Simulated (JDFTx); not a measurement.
## Sn: equation of state with r2SCAN

Sn:

```
Sn
1.0
     0.00000    3.23334    3.23334
     3.23334    0.00000    3.23334
     3.23334    3.23334    0.00000
Sn
2
Direct
  0.75000 0.75000 0.75000
  0.50000 0.50000 0.50000
```

This isn't the form of Sn at room conditions, which is tetragonal (white tin).

| Property | Result |
| --- | --- |
| Program | JDFTx 1.7.0 (patched build) |
| Task | equation of state |
| Functional | r2SCAN |
| Potentials or basis | SG15-PBE-1.2 with smoothed tails |
| Cutoff | 1088 eV |
| Density cutoff | 8708 eV |
| k mesh | 5 × 5 × 5 |
| Occupations | fermi-dirac, width 0.05 eV |
| Spin | no spin polarisation |

```yaml
Equilibrium_volume: 34.41 Å³/atom
Bulk_modulus: 44 GPa
Pressure_derivative_of_the_bulk_modulus: 4.6
```

Energy against volume, from the lowest point:
```tsv
volume (Å³/atom)	energy (meV/atom)
31.775	31.82
32.451	16.92
33.127	6.98
33.803	1.49
34.479	0.00
35.831	7.36
```

Caveat: the k mesh is coarse; the potentials were made for another functional, which shifts forces and pressure. Zero-point motion and thermal expansion aren't in these numbers.
